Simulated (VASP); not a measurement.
Set up this calculation in VASP 6.6.1, as the native input.

```
Task                   : relaxation of cell and atoms
Functional             : PBE
Potentials or basis    : VASP PAW PBE potentials, release 64 (Ca_sv)
Cutoff                 : 520 eV
k mesh                 : 13 × 13 × 13
Occupations            : gaussian, width 0.1 eV
Spin                   : no spin polarisation
Further INCAR settings : ALGO = Normal; EDIFF = 1e-07; IBRION = 2; POTIM = 0.3; EDIFFG = -0.005; NSW = 60; ISIF = 3
```

The structure of Ca lies in POSCAR:

```
Ca                                      
1.0
   -0.0000000000      2.7620117602      2.7620117602
    2.7620117602      0.0000000000      2.7620117602
    2.7620117602      2.7620117602     -0.0000000000
  Ca            
     1
Direct
     0.0000000000000000    0.0000000000000000    0.0000000000000000
```

The input as run:

INCAR

```
  PREC = Accurate
  ENCUT = 520
  EDIFF = 1E-7
  ISMEAR = 0
  SIGMA = 0.1
  LREAL = False
  LASPH = True
  NELM = 120
  ALGO = Normal
  ISIF = 3
  LWAVE = False
  LCHARG = False
  GGA = PE
  IBRION = 2
  NSW = 60
  EDIFFG = -0.005
  POTIM = 0.3
```

KPOINTS

```
regular mesh
0
Gamma
  13 13 13
```

Potentials or basis: VASP PAW PBE potentials, release 64 (Ca_sv).

Run with:

```sh
$ cat potpaw_PBE.64/Ca_sv/POTCAR > POTCAR
$ mpirun -np 1 vasp_std > vasp.out
```

It gave:

```
Relaxed volume                         : 42.17 Å³/atom
Relaxed cell                           : a = 3.907 Å, b = 3.907 Å, c = 3.907 Å, α = 60.00°, β = 60.00°, γ = 60.00°
Space group after relaxing (to 0.05 Å) : Fm-3m (No. 225)
Energy gained by relaxing              : 0.0 meV/atom
Ionic steps                            : 2
Pressure after relaxing                : 0.0 GPa
Band gap on the k mesh                 : none (metal or under the smearing width)
```

Wall time 30 s on 1 thread of Intel(R) Xeon(R) Platinum 8488C (Sapphire Rapids) (shared host), peak memory 0.19 GiB.
